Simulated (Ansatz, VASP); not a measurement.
## Two plane-wave programs on BP

```xyz
2
Lattice="0.0000 1.9867 2.9800 1.9867 0.0000 2.9800 1.9867 1.9867 0.0000" Properties=species:S:1:pos:R:3 pbc="T T T"
B     0.0000    0.0000    0.0000
P     2.9800    2.9800    4.4700
```

Alike in both runs: task single point; functional PBE; k mesh 12 × 12 × 12; occupations gaussian, width 0.05 eV; no spin polarisation.

|  | VASP | Ansatz |
| --- | --- | --- |
| version | VASP 6.6.1 | Ansatz 0.2.0 |
| potentials or method | VASP PAW PBE potentials, release 64 (B, P) | scalar-relativistic, plane waves, PAW |
| plane-wave cutoff (eV) | 520 | 420 |
| valence electrons in the cell | 8 | 8 |

```csv
,VASP,Ansatz,Ansatz less VASP
gap on the k mesh at the Fermi level (eV),none,none,-
pressure (GPa),-4.3,-4.1,+0.18
largest component of the traceless stress (GPa),49.60,49.57,-0.029
```

A gap of «none» marks a metal or a gap that the smearing closes.
